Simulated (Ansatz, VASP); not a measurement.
## One calculation of MgTe, two programs

```
CELL_PARAMETERS angstrom
4.45891 0.00000 0.00000
-2.22946 3.86153 0.00000
0.00000 0.00000 7.23093
ATOMIC_POSITIONS crystal
Te 0.66667 0.33333 0.88500
Te 0.33333 0.66667 0.38500
Mg 0.66667 0.33333 0.50000
Mg 0.33333 0.66667 0.00000
```

Change from the starting cell: volume scaled by 0.96.

Alike in both runs: task single point; functional PBE; k mesh 7 × 7 × 4; occupations fermi-dirac, width 0.05 eV; no spin polarisation.

```csv
,VASP,Ansatz
version,VASP 6.6.1,Ansatz 0.2.0
potentials or method,"VASP PAW PBE potentials, release 64 (Te, Mg)",Ansatz PAW
plane-wave cutoff (eV),520,420
valence electrons in the cell,16,52
```

Ansatz gave:

* gap on the k mesh at the Fermi level (eV): 2.75
* least direct gap on the mesh (eV): 2.75
* pressure (GPa): 4.3
* largest component of the traceless stress (GPa): 1.14
* rms of the force components (eV/Å): 0.148

Q: Which values does VASP return?

A: gap on the k mesh at the Fermi level (eV): 2.75; least direct gap on the mesh (eV): 2.75; pressure (GPa): 4.3; largest component of the traceless stress (GPa): 1.15; rms of the force components (eV/Å): 0.150.

Atom by atom the forces differ by 0.001 eV/Å (rms over components). With one functional, cell and mesh, what is left measures potentials, basis and numerics. The two sets of potentials don't hold the same shells in valence.

Caveats: spin-orbit coupling is left out, which moves the levels of the heavy elements; an odd mesh through Γ misses points on the zone boundary, where band edges often lie (VASP); odd divisions of the mesh miss points on the zone boundary, where band edges often lie, so the gap on the mesh can be too wide (Ansatz).
